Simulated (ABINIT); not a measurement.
# LiCl (Fm-3m): G0W0 in ABINIT against the k mesh

Wanted: the cheapest k mesh that holds the gap of LiCl (Fm-3m).

Calculated with ABINIT 10.8.3; LDA and many-body steps on it, plane waves.

The database entry behind the starting cell differs from later determinations by our own check (0.1 to 0.3 % short, probably kX units), so it need not match the best structure at ambient conditions.

## 1. The starting structure

Symmetry: Fm-3m, No. 225, cubic system. Conventional cell: a = 5.130 Å, b = 5.130 Å, c = 5.130 Å, α = 90.00°, β = 90.00°, γ = 90.00°. Li has 6 Cl at 2.56 Å nearest. Nearest to Cl lie 6 Li at 2.56 Å. Farther neighbours and most contacts between anions are not listed.

As a file:

```cif
data_structure
_symmetry_space_group_name_H-M 'Fm-3m'
_symmetry_Int_Tables_number 225
_cell_length_a 5.1295
_cell_length_b 5.1295
_cell_length_c 5.1295
_cell_angle_alpha 90.000
_cell_angle_beta 90.000
_cell_angle_gamma 90.000
_cell_volume 134.97
loop_
_atom_site_label
_atom_site_type_symbol
_atom_site_symmetry_multiplicity
_atom_site_Wyckoff_symbol
_atom_site_fract_x
_atom_site_fract_y
_atom_site_fract_z
_atom_site_occupancy
Li1 Li 4 a 0.00000 0.00000 0.00000 1
Cl1 Cl 4 b 0.50000 0.00000 0.00000 1
```

The cell and positions come from the Crystallography Open Database and are kept as given unless a step says otherwise.

## 2. Empty states on the mesh, 4×4×4 mesh, 168 bands

This step: ABINIT 10.8.3; DFT, LDA, plane waves, norm-conserving pseudopotentials.

The sums over transitions need many empty states on a uniform mesh; this step solves for them.

The input, run.abi:

```
acell 3*1.0 Angstrom
rprim 
  0.000000000000 2.564770000000 2.564770000000
  2.564770000000 0.000000000000 2.564770000000
  2.564770000000 2.564770000000 -0.000000000000
ntypat 2
znucl 3 17
natom 2
typat 1 2
xred 
  0.000000000000 0.000000000000 0.000000000000
  0.500000000000 0.500000000000 0.500000000000
pp_dirpath "pseudos"
pseudos "Li.upf, Cl.upf"
ecut 33
ngkpt 4 4 4
nshiftk 1
shiftk 0 0 0
kptopt 1
chksymbreak 0
irdden 1
istwfk *1
nband 168
prtvol 0
optdriver 6
gwr_task "HDIAGO"
paral_kgb 0
occopt 1
indata_prefix "in"
outdata_prefix "out"
tmpdata_prefix "tmp"
```

On the command line:

```console
OMP_NUM_THREADS=1 mpirun -n 4 abinit run.abi > log
```

Numbers of over 12 decimals in the logs are rounded to 6 here.

The log of the run:

```text
.Version 10.8.3 of ABINIT. v10.8.2 released Aug 2026.

 Symmetries : space group Fm -3 m (#225); Bravais cF (face-center cubic)
[... echo of the input left out ...]
== DATASET  1 ==================================================================
-   mpi_nproc: 4, omp_nthreads: 1 (-1 if OMP is not activated)

--- !DatasetInfo
iteration_state: {dtset: 1, }
dimensions: {natom: 2, nkpt: 8, mband: 168, nsppol: 1, nspinor: 1, nspden: 1, mpw: 2085, }
cutoff_energies: {ecut:  33.0, pawecutdg:  -1.0, }
[...]
Direct band gap semiconductor
 Fundamental gap:     5.989 (eV)
   VBM:     0.082 (eV) at k: [ 0.0000E+00,  0.0000E+00,  0.0000E+00]
   CBM:     6.071 (eV) at k: [ 0.0000E+00,  0.0000E+00,  0.0000E+00]
 Direct gap:         5.989 (eV) at k: [ 0.0000E+00,  0.0000E+00,  0.0000E+00]

== END DATASET(S) ==============================================================
================================================================================

 -outvars: echo values of variables after computation  --------
           etotal      0.0000000000E+00
            nband         168
             nkpt           8
          spgroup         225
 [... the other variables as echoed above ...]

 Calculation completed.
```

Elapsed: 15 s, on 4 MPI ranks of Arm Neoverse V2, shared host; peak memory 1.2 GiB; 62 s of CPU time.

This step gave:

* gap: 5.989 eV
* k of the valence top: 0, 0, 0
* k of the conduction bottom: 0, 0, 0
* least direct gap: 5.989 eV
* k points computed: 8
* lowest point of the top converged band, above the valence top: 148.2926 eV

On this mesh the gap is 5.989 eV.

The density comes from a self-consistent run that is not shown.

## 3. Empty states on the mesh, 2×2×2 mesh, 48 bands

run.abi: that of step 2 with these lines changed.

```diff
@@ -15,3 +15,3 @@
 ecut 33
-ngkpt 4 4 4
+ngkpt 2 2 2
 nshiftk 1
@@ -20,10 +20,10 @@
 chksymbreak 0
+iscf -2
 irdden 1
 istwfk *1
-nband 168
+nband 48
+nbdbuf 4
+tolwfr 1e-09
+nstep 60
 prtvol 0
-optdriver 6
-gwr_task "HDIAGO"
-paral_kgb 0
-occopt 1
 indata_prefix "in"
```

The log of the run:

```text
.Version 10.8.3 of ABINIT. v10.8.2 released Aug 2026.

 Symmetries : space group Fm -3 m (#225); Bravais cF (face-center cubic)
[... echo of the input left out ...]
== DATASET  1 ==================================================================
-   mpi_nproc: 4, omp_nthreads: 1 (-1 if OMP is not activated)
-    --> not optimal distribution: autoparal keyword recommended in input file <--

--- !DatasetInfo
iteration_state: {dtset: 1, }
dimensions: {natom: 2, nkpt: 3, mband: 48, nsppol: 1, nspinor: 1, nspden: 1, mpw: 2085, }
cutoff_energies: {ecut:  33.0, pawecutdg:  -1.0, }
[...]
1.67013    1.79402    1.79402    1.79402    2.02579    2.02579    2.02579    2.06867
   2.09653    2.09653    2.09653    2.13303    2.13303    2.13303    2.21099    2.21101
 prteigrs : prtvol=0 or 1, do not print more k-points.

== END DATASET(S) ==============================================================
================================================================================

 -outvars: echo values of variables after computation  --------
            nband          48
             nkpt           3
          spgroup         225
 [... the other variables as echoed above ...]

 Calculation completed.
```

Run time: 3 s. Hardware: 4 MPI ranks; peak memory 0.07 GiB.

Numbers from this step:

| Quantity | Value |
| --- | --- |
| gap | 5.989 eV |
| k of the valence top | 0, 0, 0 |
| k of the conduction bottom | 0, 0, 0 |
| least direct gap | 5.989 eV |
| k points computed | 3 |
| lowest point of the top converged band, above the valence top | 57.9605 eV |

On this mesh the gap is 5.989 eV.

## 4. Empty states on the mesh, 6×6×6 mesh, 48 bands

run.abi: that of step 3 with these lines changed.

```diff
@@ -15,3 +15,3 @@
 ecut 33
-ngkpt 2 2 2
+ngkpt 6 6 6
 nshiftk 1
```

The log of the run:

```text
.Version 10.8.3 of ABINIT. v10.8.2 released Aug 2026.

 Symmetries : space group Fm -3 m (#225); Bravais cF (face-center cubic)
[... echo of the input left out ...]
== DATASET  1 ==================================================================
-   mpi_nproc: 4, omp_nthreads: 1 (-1 if OMP is not activated)

--- !DatasetInfo
iteration_state: {dtset: 1, }
dimensions: {natom: 2, nkpt: 16, mband: 48, nsppol: 1, nspinor: 1, nspden: 1, mpw: 2085, }
cutoff_energies: {ecut:  33.0, pawecutdg:  -1.0, }
[...]
1.67013    1.79402    1.79402    1.79402    2.02579    2.02579    2.02579    2.06867
   2.09653    2.09653    2.09653    2.13303    2.13303    2.13303    2.21099    2.21101
 prteigrs : prtvol=0 or 1, do not print more k-points.

== END DATASET(S) ==============================================================
================================================================================

 -outvars: echo values of variables after computation  --------
            nband          48
             nkpt          16
          spgroup         225
 [... the other variables as echoed above ...]

 Calculation completed.
```

Run time: 7.4 s. Hardware: 4 MPI ranks; peak memory 0.26 GiB; 29 s of CPU time.

Numbers from this step:

```
gap                                                           : 5.989 eV
k of the valence top                                          : 0, 0, 0
k of the conduction bottom                                    : 0, 0, 0
least direct gap                                              : 5.989 eV
k points computed                                             : 16
lowest point of the top converged band, above the valence top : 56.0198 eV
```

On this mesh the gap is 5.989 eV.

## 5. Empty states on the mesh, 8×8×8 mesh, 48 bands

run.abi: that of step 4 with these lines changed.

```diff
@@ -15,3 +15,3 @@
 ecut 33
-ngkpt 6 6 6
+ngkpt 8 8 8
 nshiftk 1
```

The log of the run:

```text
.Version 10.8.3 of ABINIT. v10.8.2 released Aug 2026.

 Symmetries : space group Fm -3 m (#225); Bravais cF (face-center cubic)
[... echo of the input left out ...]
== DATASET  1 ==================================================================
-   mpi_nproc: 4, omp_nthreads: 1 (-1 if OMP is not activated)

--- !DatasetInfo
iteration_state: {dtset: 1, }
dimensions: {natom: 2, nkpt: 29, mband: 48, nsppol: 1, nspinor: 1, nspden: 1, mpw: 2085, }
cutoff_energies: {ecut:  33.0, pawecutdg:  -1.0, }
[...]
1.67013    1.79402    1.79402    1.79402    2.02579    2.02579    2.02579    2.06867
   2.09653    2.09653    2.09653    2.13303    2.13303    2.13303    2.21099    2.21101
 prteigrs : prtvol=0 or 1, do not print more k-points.

== END DATASET(S) ==============================================================
================================================================================

 -outvars: echo values of variables after computation  --------
            nband          48
             nkpt          29
          spgroup         225
 [... the other variables as echoed above ...]

 Calculation completed.
```

Run time: 13 s. Hardware: 4 MPI ranks; peak memory 0.28 GiB; 53 s of CPU time.

This step gave:

- gap: 5.989 eV
- k of the valence top: 0, 0, 0
- k of the conduction bottom: 0, 0, 0
- least direct gap: 5.989 eV
- k points computed: 29
- lowest point of the top converged band, above the valence top: 56.1578 eV

On this mesh the gap is 5.989 eV.

## 6. Screening, 2×2×2 mesh, 44 bands, screening to 130.6 eV

The RPA dielectric matrix is built and inverted for each q.

This step: RPA screening on LDA, plane waves, norm-conserving pseudopotentials.

run.abi: that of step 5 with these lines changed.

```diff
@@ -15,3 +15,3 @@
 ecut 33
-ngkpt 8 8 8
+ngkpt 2 2 2
 nshiftk 1
@@ -20,10 +20,11 @@
 chksymbreak 0
-iscf -2
-irdden 1
 istwfk *1
-nband 48
-nbdbuf 4
-tolwfr 1e-09
-nstep 60
-prtvol 0
+occopt 1
+irdwfk 1
+optdriver 3
+nband 44
+ecuteps 4.8
+inclvkb 2
+awtr 1
+symchi 1
 indata_prefix "in"
```

The log of the run:

```text
.Version 10.8.3 of ABINIT. v10.8.2 released Aug 2026.

 Symmetries : space group Fm -3 m (#225); Bravais cF (face-center cubic)
[... echo of the input left out ...]
== DATASET  1 ==================================================================
-   mpi_nproc: 4, omp_nthreads: 1 (-1 if OMP is not activated)

--- !DatasetInfo
iteration_state: {dtset: 1, }
dimensions: {natom: 2, nkpt: 3, mband: 44, nsppol: 1, nspinor: 1, nspden: 1, mpw: 2085, }
cutoff_energies: {ecut:  33.0, pawecutdg:  -1.0, }
electrons: {nelect:   1.00000000E+01, charge:   0.00000000E+00, occopt:   1.00000000E+00, tsmear:   1.00000000E-02, }

 SCREENING: Calculation of the susceptibility and dielectric matrices

 Based on a program developped by R.W. Godby, V. Olevano, G. Onida, and L. Reining.
 Incorporated in ABINIT by V. Olevano, G.-M. Rignanese, and M. Torrent.
.Using double precision arithmetic ; gwpc =  8

[... cell and pseudopotentials left out ...]
--------------------------------------------------------------------------------

 ==== K-mesh for the wavefunctions ====
 Number of points in the irreducible wedge :     3
[... list of points left out ...]
 Together with 48 symmetry operations and time-reversal symmetry
 yields     8 points in the full Brillouin Zone.

 ==== Q-mesh for the screening function ====
 Number of points in the irreducible wedge :     3
[... list of points left out ...]
 Together with 48 symmetry operations and time-reversal symmetry
 yields     8 points in the full Brillouin Zone.

 setmesh: FFT mesh size selected  =    24x   24x   24
          total number of points  =        13824

 vcoul_init : cutoff-mode = AUXILIARY_FUNCTION
 q-points for optical limit:   1
     1)      0.000010    0.000020    0.000030

- screening: taking advantage of time-reversal symmetry
- Maximum band index for partially occupied states nbvw = 5
- Remaining bands to be divided among processors   nbcw = 39
- Number of bands treated by each node ~9

 Number of electrons calculated from density =   10.0000; Expected =   10.0000
 average of density, n =  0.043917
 r_s =    1.7583
 omega_plasma =   20.2148 [eV]

 calculating chi0 at frequencies [eV] :
  1    0.000000E+00    0.000000E+00
  2    0.000000E+00    2.021481E+01

--------------------------------------------------------------------------------
  q-point number  1        q = ( 0.000000, 0.000000, 0.000000) [r.l.u.]
--------------------------------------------------------------------------------
[... chi0 elements left out ...]
 For q-point:  0.000010 0.000020 0.000030
  dielectric constant =   4.3439
  dielectric constant without local fields =   5.0036

  Average fulfillment of the sum rule on Im[epsilon] for q-point    1 :     60.75  [%]
[... wings left out ...]
  q-point number  2        q = ( 0.500000, 0.000000, 0.000000) [r.l.u.]
--------------------------------------------------------------------------------
[... chi0 elements left out ...]
  Average fulfillment of the sum rule on Im[epsilon] for q-point    2 :     69.01  [%]

 [... 1 further q-points ...]
```

The job ended after 1.7 s (4 MPI ranks; peak memory 0.08 GiB; 6.4 s of CPU time).

Numbers from this step:

- ε∞ with local fields, on this mesh, along the program's q direction: 4.344
- the same without local fields: 5.004
- plasma frequency: 20.21 eV
- plane waves in the screening matrix: 113

Local fields lower ε∞ by 13 %. On a Γ-centred mesh this coarse the value itself is usually too large, while a short band sum pulls it down.

## 7. 2×2×2

This step: G0W0 on LDA, plane waves, norm-conserving pseudopotentials.

run.abi: that of step 6 with these lines changed.

```diff
@@ -23,8 +23,15 @@
 irdwfk 1
-optdriver 3
+optdriver 4
 nband 44
+gwcalctyp 0
+ecutsigx 33
+symsigma 1
+nkptgw 1
+kptgw 
+  0.0000000000 0.0000000000 0.0000000000
+bdgw 
+  3 9
 ecuteps 4.8
-inclvkb 2
-awtr 1
-symchi 1
+irdscr 1
+ppmodel 1
 indata_prefix "in"
```

The log of the run:

```text
.Version 10.8.3 of ABINIT. v10.8.2 released Aug 2026.

 Symmetries : space group Fm -3 m (#225); Bravais cF (face-center cubic)
[... echo of the input left out ...]
== DATASET  1 ==================================================================
-   mpi_nproc: 4, omp_nthreads: 1 (-1 if OMP is not activated)

--- !DatasetInfo
iteration_state: {dtset: 1, }
dimensions: {natom: 2, nkpt: 3, mband: 44, nsppol: 1, nspinor: 1, nspden: 1, mpw: 2085, }
cutoff_energies: {ecut:  33.0, pawecutdg:  -1.0, }
electrons: {nelect:   1.00000000E+01, charge:   0.00000000E+00, occopt:   1.00000000E+00, tsmear:   1.00000000E-02, }

 SIGMA: Calculation of the GW corrections

 Based on a program developped by R.W. Godby, V. Olevano, G. Onida, and L. Reining.
 Incorporated in ABINIT by V. Olevano, G.-M. Rignanese, and M. Torrent.
.Using double precision arithmetic ; gwpc =  8

[... cell and pseudopotentials left out ...]
--------------------------------------------------------------------------------

 ==== K-mesh for the wavefunctions ====
 Number of points in the irreducible wedge :     3
[... list of points left out ...]
 Together with 48 symmetry operations and time-reversal symmetry
 yields     8 points in the full Brillouin Zone.

 ==== Q-mesh for screening function ====
 Number of points in the irreducible wedge :     3
[... list of points left out ...]
 Together with 48 symmetry operations and time-reversal symmetry
 yields     8 points in the full Brillouin Zone.

 vcoul_init : cutoff-mode = AUXILIARY_FUNCTION
 q-points for optical limit:   1
     1)      0.000010    0.000020    0.000030
 setmesh: FFT mesh size selected  =    36x   36x   36
          total number of points  =        46656

 Number of electrons calculated from density =   10.0000; Expected =   10.0000
 average of density, n =  0.043917
 r_s =    1.7583
 omega_plasma =   20.2148 [eV]

 === KS Band Gaps ===
  >>>> For spin  1
   Minimum direct gap =   5.9890 [eV], located at k-point      :   0.0000  0.0000  0.0000
   Fundamental gap    =   5.9890 [eV], Top of valence bands at :   0.0000  0.0000  0.0000
                                       Bottom of conduction at :   0.0000  0.0000  0.0000
 SIGMA fundamental parameters:
 PLASMON POLE MODEL  1
 number of plane-waves for SigmaX                 2085
 number of plane-waves for SigmaC and W            113
 number of plane-waves for wavefunctions          2085
 number of bands                                    44
 number of independent spin polarizations            1
 number of spinorial components                      1
 number of k-points in IBZ                           3
 number of q-points in IBZ                           3
 number of symmetry operations                      48
 number of k-points in BZ                            8
 number of q-points in BZ                            8
 number of frequencies for dSigma/dE                 9
 frequency step for dSigma/dE [eV]                0.25
 number of omega for Sigma on real axis              0
 max omega for Sigma on real axis  [eV]           0.00
 zcut for avoiding poles [eV]                     0.10

 EPSILON^-1 parameters (SCR file):
 dimension of the eps^-1 matrix on file            113
 dimension of the eps^-1 matrix used               113
 number of plane-waves for wavefunctions          2085
 number of bands                                    44
 number of q-points in IBZ                           3
 number of frequencies                               2
 number of real frequencies                          1
 number of imag frequencies                          1

 matrix elements of self-energy operator (all in [eV])

 Perturbative Calculation

--- !SelfEnergy_ee
iteration_state: {dtset: 1, }
kpoint     : [   0.000,    0.000,    0.000, ]
spin       : 1
KS_gap     :    5.989
QP_gap     :    8.553
Delta_QP_KS:    2.564
data: !SigmaeeData |
     Band     E0 <VxcDFT>   SigX SigC(E0)      Z dSigC/dE  Sig(E)    E-E0       E
        3   0.082 -14.589 -18.620   2.627   0.807  -0.240 -15.722  -1.133  -1.051
        4   0.082 -14.589 -18.620   2.627   0.807  -0.240 -15.722  -1.133  -1.051
        5   0.082 -14.589 -18.620   2.627   0.807  -0.240 -15.722  -1.133  -1.051
        6   6.071  -9.622  -4.298  -3.620   0.840  -0.190  -8.190   1.431   7.503
        7  11.664  -9.811  -4.095  -3.596   0.841  -0.189  -8.028   1.783  13.447
        8  11.664  -9.811  -4.095  -3.596   0.841  -0.189  -8.028   1.783  13.447
        9  11.664  -9.811  -4.095  -3.596   0.841  -0.189  -8.028   1.783  13.447

== END DATASET(S) ==============================================================
================================================================================

 -outvars: echo values of variables after computation  --------
           etotal      0.0000000000E+00
            nband          44
             nkpt           3
          spgroup         225
 [... the other variables as echoed above ...]

 Calculation completed.
```

Run time: 1.7 s. Hardware: 4 MPI ranks; peak memory 0.1 GiB.

This step gave:

| Item | Value |
| --- | --- |
| G0W0 gap on the points computed | 8.554 eV |
| starting gap on the mesh | 5.989 eV |
| k of the valence top | 0, 0, 0 |
| k of the conduction bottom | 0, 0, 0 |
| Z at the valence top | 0.807 |
| Z at the conduction bottom | 0.84 |
| least direct G0W0 gap on the computed points | 8.554 eV |

(Part 1 of 2 ends here.)

[Paths, hosts, dates, memory and timing lines, banners, echoed tables and standing remarks are left out of the program output.]

[Logs are printed without paths, hosts, clocks, repeated set-up lines and the standing remarks that a program may print on its own settings, such as how far it seeks lower states.]

[Runs of the session that timed out or met a known fault of the program may be left out.]

[Hosts, paths, dates, database ids (printed as entryN), source tags and the programs' standing remarks are cut or masked in the printed files.]

[G0W0 gaps are taken among the corrected bands and points alone; a level outside them can change the order at an edge.]

[Where Ansatz stands beside ABINIT at settings called matched, ABINIT's density can come from a denser mesh and the files from another edition; pairs whose starting gaps differed by over 0.03 eV were left out, so agreement reads better than it is.]
